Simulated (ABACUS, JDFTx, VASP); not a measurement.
## Fe: equilibrium volume by level of theory

It takes space group Im-3m (No. 229, cubic). The conventional cell has a = 2.886 Å, b = 2.886 Å, c = 2.886 Å, α = 90.00°, β = 90.00°, γ = 90.00°. Fe (site symmetry m-3m) has 8 Fe at 2.50 Å as nearest neighbours.

```csv
rung,level,program and potentials,cutoff (eV),k mesh,smearing,task,equilibrium volume (Å³/atom),miss,notes
LDA,LDA,"VASP, LDA PAW files Fe, 600 eV",600,13 × 13 × 13,fermi-dirac 0.05,relaxation of cell and atoms,10.38,-11.8 %,8 valence electrons an atom on average
GGA,BLYP,"ABACUS, Ansatz NC PBE, plane waves",1225,10 × 10 × 10,fermi-dirac 0.05,relaxation of cell and atoms,11.66,-0.9 %,potentials made for PBE; 16 valence electrons an atom on average
GGA + dispersion,BLYP+D3(BJ),"VASP, PBE PAW files Fe, 600 eV",600,13 × 13 × 13,fermi-dirac 0.05,relaxation of cell and atoms,11.10,-5.7 %,potentials made for PBE; 8 valence electrons an atom on average
GGA + dispersion,BLYP+D4,"VASP, PBE PAW files Fe, 600 eV",600,13 × 13 × 13,fermi-dirac 0.05,relaxation of cell and atoms,(a),?,potentials made for PBE; 8 valence electrons an atom on average
GGA,OLYP,"ABACUS, PseudoDojo NC SR 0.5 PBE stringent, plane waves",1619,10 × 10 × 10,fermi-dirac 0.05,equation of state,11.45,-2.7 %,potentials made for PBE; fit through 4 volumes
GGA,PBE,"JDFTx, PseudoDojo-SR-PBE-0.5-standard",1225,8 × 8 × 8,fermi-dirac 0.05,relaxation of cell and atoms,11.60,-1.4 %,coarse mesh; 16 valence electrons an atom on average
GGA,PBE,"VASP, PBE PAW files Fe, 600 eV",600,13 × 13 × 13,fermi-dirac 0.05,relaxation of cell and atoms,(b),?,8 valence electrons an atom on average
GGA,PBEsol,"VASP, PBE PAW files Fe, 600 eV",600,13 × 13 × 13,fermi-dirac 0.05,relaxation of cell and atoms,10.79,-8.3 %,potentials made for PBE; 8 valence electrons an atom on average
GGA,RPBE,"ABACUS, GBRV ultrasoft 1.5 PBE, plane waves",544,10 × 10 × 10,fermi-dirac 0.05,relaxation of cell and atoms,11.61,-1.4 %,potentials made for PBE; 16 valence electrons an atom on average
GGA,RPBE,"VASP, PBE PAW files Fe, 600 eV",600,13 × 13 × 13,fermi-dirac 0.05,relaxation of cell and atoms,(c),?,potentials made for PBE; 8 valence electrons an atom on average
meta-GGA + dispersion,r2SCAN+rVV10,"VASP, PBE PAW files Fe, 600 eV",600,13 × 13 × 13,methfessel-paxton 0.1,relaxation of cell and atoms,11.66,-0.9 %,potentials made for PBE; 8 valence electrons an atom on average
meta-GGA,rSCAN,"VASP, PBE PAW files Fe, 600 eV",600,13 × 13 × 13,methfessel-paxton 0.1,relaxation of cell and atoms,11.70,-0.6 %,potentials made for PBE; 8 valence electrons an atom on average
```

All rows: collinear spin, ferromagnetic start. Smearing widths are in eV. For a metal such meshes aren't converged. Meshes differ between rows, which moves values too. Meshes are those of the run's cell of 1 atom unless a note names another. Relaxations start from the cell shown or near it and stop with a little pressure left. The cell shown, of 12.02 Å³ an atom, is the runs' start and not the measured value. Misses use the values as printed. Runs on faulty files, with rough fits or with known faults for this quantity aren't shown. No row holds spin-orbit coupling.

Measured: 11.77 Å³/atom at 298 K (a printed reference work). The runs are for a static lattice.

Q: Estimate the values left out from the other rows.

A: (a) 11.24 Å³/atom, miss -4.5 %; (b) 11.30 Å³/atom, miss -4.0 %; (c) 11.72 Å³/atom, miss -0.4 %.
